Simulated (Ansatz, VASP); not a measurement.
This is a calculation of CdS (Greenockite) for VASP 6.6.1. 

The input INCAR:

```
SYSTEM = CdS
  ALGO = Normal
  EDIFF = 1E-6
  EDIFFG = -0.005
  ENCUT = 600
  GGA = PE
  IBRION = 2
  ISIF = 3
  ISMEAR = -1
  IVDW = 13
  LASPH = .TRUE.
  LCHARG = .FALSE.
  LREAL = .FALSE.
  LWAVE = .FALSE.
  NELM = 60
  NSW = 40
  PREC = Accurate
  SIGMA = 0.05
```

Contents of KPOINTS:

```
k-points
0
G
  7 7 4
  0 0 0
```

Contents of POSCAR:

```
CdS
1.0
    4.1500000000      0.0000000000      0.0000000000
   -2.0750000000      3.5940054257      0.0000000000
    0.0000000000      0.0000000000      6.7370000000
Cd S
2 2
Direct
    0.6666666667      0.3333333333      0.5000000000
    0.3333333333      0.6666666667      0.0000000000
    0.6666666667      0.3333333333      0.8750000000
    0.3333333333      0.6666666667      0.3750000000
```

Potentials or basis: VASP PAW PBE potentials, release 64 (Cd, S).

Command:

```console
$ cat potpaw_PBE.64/Cd/POTCAR potpaw_PBE.64/S/POTCAR > POTCAR
$ mpirun -np 1 vasp_std > vasp.out
```

Set up the same calculation for Ansatz 0.2.0. Potentials or basis there: Ansatz PAW, cutoff 420 eV.

As run (cutoffs and basis follow the program's own potentials, and thresholds, step limits or extra output files can differ):

input.yaml

```yaml
crystal:
  lattice:
    - [4.15, 0.0, 0.0]
    - [-2.075, 3.5940054257, 0.0]
    - [0.0, 0.0, 6.737]
  atoms:
    - { symbol: Cd, position: [0.6666666667, 0.3333333333, 0.5] }
    - { symbol: Cd, position: [0.3333333333, 0.6666666667, 0.0] }
    - { symbol: S, position: [0.6666666667, 0.3333333333, 0.875] }
    - { symbol: S, position: [0.3333333333, 0.6666666667, 0.375] }
hamiltonian:
  xc: pbe
  pseudopotentials: { kind: paw }
  dispersion: d4
kpoints:
  mp_grid: { grid: [7, 7, 4] }
scf:
  occupations: { method: fermi_dirac, width: 0.05 }
output:
  forces: true
  stress: true
relax:
  f_tol: 0.01
  max_steps: 40
  cell: { stress_tol: 0.05 }
```

Potentials or basis: Ansatz PAW.

Run with:

```sh
$ ansatz run input.yaml --threads 2 --pin off --max-ram 5632MiB --backend cpu --events-out ev --progress --plain --runs-dir out
```

Both were run:

|  | VASP | Ansatz |
| --- | --- | --- |
| Relaxed volume | 25.22 Å³/atom | 25.08 Å³/atom |
| Relaxed cell | a = 4.150 Å, b = 4.150 Å, c = 6.766 Å, α = 90.00°, β = 90.00°, γ = 120.00° | a = 4.142 Å, b = 4.142 Å, c = 6.752 Å, α = 90.00°, β = 90.00°, γ = 120.00° |
| Space group after relaxing | P6_3mc (No. 186) | P6_3mc (No. 186) |
| Pressure after relaxing | 0.0 GPa | 0.0 GPa |

Ansatz's pressure holds a Pulay term of +0.04 GPa for its cutoff of 420 eV, which the other run lacks.

The potentials hold 36 and 52 valence electrons a cell.

Where Ansatz's input types no cutoff or centring, it takes its own default and a Γ-centred mesh.

Pressure is positive in compression.
